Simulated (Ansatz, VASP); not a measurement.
# Cd in VASP and in Ansatz

```
CELL_PARAMETERS angstrom
-1.89993 1.89993 1.89993
1.89993 -1.89993 1.89993
1.89993 1.89993 -1.89993
ATOMIC_POSITIONS crystal
Cd 0.00000 0.00000 0.00000
```

Alike in both runs: task single point; functional revPBE; k mesh 14 × 14 × 14; occupations fermi-dirac, width 0.1 eV; no spin polarisation.

|  | VASP | Ansatz |
| --- | --- | --- |
| version | VASP 6.6.1 | Ansatz 0.2.0 |
| potentials or method | VASP PAW PBE potentials, release 64 (Cd) | plane waves (420 eV) with PAW, scalar-relativistic |
| plane-wave cutoff (eV) | 520 | 420 |
| valence electrons in the cell | 12 | 20 |

VASP gave:

* pressure (GPa): -2.0

Task: Which values does Ansatz return?

Result: Pressure (GPa): -2.1.

The two sets of potentials don't hold the same shells in valence.

Caveats: the PAW data sets were made with another functional, which shifts forces and pressure a little (VASP).
